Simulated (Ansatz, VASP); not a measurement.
**One calculation of Rh, two programs**

```xyz
4
Lattice="2.7082 0.0000 0.0000 0.0000 2.7082 0.0000 0.0000 0.0000 22.7450" Properties=species:S:1:pos:R:3 pbc="T T T"
Rh    1.3541    1.3541    8.5000
Rh    0.0000    0.0000   10.4150
Rh    1.3541    1.3541   12.3336
Rh    0.0000    0.0000   14.1742
```

Alike in both runs: functional PBE; k mesh 11 × 11 × 1; occupations gaussian, width 0.1 eV; no spin polarisation.

Ansatz relaxed the structure, and its values are those at the end. VASP's run is a single point on that final structure, the one shown.

|  | VASP | Ansatz |
| --- | --- | --- |
| version | VASP 6.6.1 | Ansatz 0.2.0 |
| potentials or method | VASP PAW PBE potentials, release 64 (Rh_pv) | scalar-relativistic, plane waves, PAW |
| plane-wave cutoff (eV) | 520 | 420 |
| valence electrons in the cell | 60 | 68 |

VASP gave:

| Item | Value |
| --- | --- |
| gap on the k mesh at the Fermi level (eV) | none |
| rms of the force components (eV/Å) | 0.205 |

Which values does Ansatz return?

gap on the k mesh at the Fermi level (eV): none; rms of the force components (eV/Å): 0.204.

A gap of «none» marks a metal or a gap that the smearing closes. With one functional, cell and mesh, what is left measures potentials, basis and numerics. The two sets of potentials don't hold the same shells in valence. Ansatz warned: «xc_potential_rough_in_thin_density».
